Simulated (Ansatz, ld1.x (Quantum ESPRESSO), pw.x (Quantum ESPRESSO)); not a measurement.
## lanthanum: does the TM potential hold in the solid?

* Element: La (Z = 57)
* Generator: ld1.x (Quantum ESPRESSO) 7.5
* Type: norm-conserving Troullier–Martins (Kleinman–Bylander form)
* Functional: PBE
* Relativity: scalar-relativistic
* Frozen core: [Kr] 4d10 5s2
* Valence charge: 9
* Reference configuration: 4f0 5p6 5d1 6s2 6p0
* Partial waves: 5p (bound): rc 2.65 bohr; 5d (bound): rc 2.35 bohr; 4f (bound, empty): rc 1.30 bohr; 6s (bound): rc 3.50 bohr
* Local potential: the s channel
* Core correction: a·sin(br)/r model core inside 1.00 bohr

Atomic tests: cutoffs needed: 15 Ry and 21 Ry (the cutoffs (Ry, on a coarse ladder) from which the occupation-weighted sum of valence levels, in a spherical-Bessel basis at the reference potential, stays within 10 and 1 mRy of its value at 400 Ry) The cutoffs count occupied waves only; the empty 4f level needs 160 Ry at the loose tolerance.; ghost test: no extra level below or beside the all-electron valence levels (p, d, f, s tested) (spherical-Bessel basis up to 400 Ry, 20 bohr box); configuration tests: 1 of 7 tests not solved or not reliable.

Crystal test: fcc La in pw.x 7.5, no spin, 11³ k-points, Fermi–Dirac smearing 0.01 Ry, cutoffs 50/200 Ry. The reference is all-electron LAPW (Ansatz 0.2.0) with the same functional, mesh and smearing; V0 and B0 come from Birch–Murnaghan fits to the pressures at five volumes. Errors are pseudo minus all-electron; Δ is the rms difference of the E(V) curves that follow from these fits, minima aligned, over ±6 % about the mean V0. Mesh and smearing are coarse, so the numbers serve the comparison and aren't converged zero-temperature values; the lattice is a test structure that the element need not adopt.

All-electron: a0 = 5.299 Å (V0 = 37.20 Å³/atom), B0 = 25.0 GPa.

Q: How far does the potential miss the all-electron equation of state?

A: mean pressure error (GPa): +9.62. The pressure does not cross zero within the volumes sampled, so no fit is given. This is a poor potential for the solid. The free energy does not fall steadily as the cutoff rises, most likely since the density grid, which shrinks with it, is too coarse for the model core; the lower cutoffs are not converged. Atomic configuration tests: 1 of 7 tests not solved or not reliable.

```json
{"V (Å³/atom)": "35.141", "P all-electron (GPa)": "1.54", "P pseudo (GPa)": "12.90"}
{"V (Å³/atom)": "36.065", "P all-electron (GPa)": "0.81", "P pseudo (GPa)": "11.20"}
{"V (Å³/atom)": "36.990", "P all-electron (GPa)": "0.14", "P pseudo (GPa)": "9.43"}
{"V (Å³/atom)": "37.915", "P all-electron (GPa)": "-0.46", "P pseudo (GPa)": "8.47"}
{"V (Å³/atom)": "38.840", "P all-electron (GPa)": "-1.01", "P pseudo (GPa)": "7.13"}
```

Q: At the middle volume, how do free energy and pressure move when the wave cutoff is lowered (ecutrho kept at four times it)?

A:

| cutoff (Ry) | shift of F (meV/atom) | shift of P (GPa) |
| --- | --- | --- |
| 22 | -927.8 | -1.43 |
| 30 | -38.1 | +4.05 |
| 40 | -290.4 | +2.28 |

Input at the middle volume:

```
&control
  calculation='scf', prefix='x', pseudo_dir='./', outdir='./tmp', tstress=.true., disk_io='none'
/
&system
  ibrav=0, nat=1, ntyp=1, ecutwfc=50, ecutrho=200, nbnd=12,
  occupations='smearing', smearing='fd', degauss=0.01
/
&electrons
  conv_thr=1e-09, mixing_beta=0.4, electron_maxstep=70
/
ATOMIC_SPECIES
La 1.0 La.UPF
CELL_PARAMETERS angstrom
  0.00000000 2.64454795 2.64454795
  2.64454795 0.00000000 2.64454795
  2.64454795 2.64454795 0.00000000
ATOMIC_POSITIONS crystal
La 0.0000 0.0000 0.0000
K_POINTS automatic
11 11 11 0 0 0
```

```bash
pw.x < La.scf.in > La.scf.out
```

Lines of the output:

```
Message from routine setup:
     using ibrav=0 with symmetry is DISCOURAGED, use correct ibrav instead
     lattice parameter (alat)  =       7.0675  a.u.
     unit-cell volume          =     249.6209 (a.u.)^3
     number of electrons       =         9.00
     number of Kohn-Sham states=           12
     kinetic-energy cutoff     =      50.0000  Ry
     charge density cutoff     =     200.0000  Ry
     scf convergence threshold =      1.0E-09
     Exchange-correlation= PBE
     number of k points=    56  Fermi-Dirac smearing, width (Ry)=  0.0100
     iteration #  1     ecut=    50.00 Ry     beta= 0.40
     total energy              =     -68.46764727 Ry
     estimated scf accuracy    <       0.00053585 Ry
     iteration #  2     ecut=    50.00 Ry     beta= 0.40
     total energy              =     -68.46766649 Ry
     estimated scf accuracy    <       0.00017669 Ry
     iteration #  3     ecut=    50.00 Ry     beta= 0.40
     total energy              =     -68.46767964 Ry
     estimated scf accuracy    <       0.00000292 Ry
     iteration #  4     ecut=    50.00 Ry     beta= 0.40
     total energy              =     -68.46768029 Ry
     estimated scf accuracy    <       0.00000011 Ry
     iteration #  5     ecut=    50.00 Ry     beta= 0.40
     total energy              =     -68.46768033 Ry
     estimated scf accuracy    <          2.5E-09 Ry
     iteration #  6     ecut=    50.00 Ry     beta= 0.40
     the Fermi energy is    10.5461 ev
!    total energy              =     -68.46768033 Ry
     estimated scf accuracy    <          2.1E-10 Ry
     smearing contrib. (-TS)   =      -0.00643560 Ry
     The total energy is F=E-TS. E is the sum of the following terms:
     one-electron contribution =       1.81690203 Ry
     hartree contribution      =       3.70223377 Ry
     xc contribution           =     -36.82420666 Ry
     ewald contribution        =     -37.15617388 Ry
     convergence has been achieved in   6 iterations
          total   stress  (Ry/bohr**3)                   (kbar)     P=       94.30
     Message from routine punch:
     Nothing written, as per user request (disk_io='none')
```

The run at the middle volume (56 k-points, 6 iterations) took about 6.7 s on one core of a shared host (Neoverse-V2, 96 threads, 742 GiB, load 34).
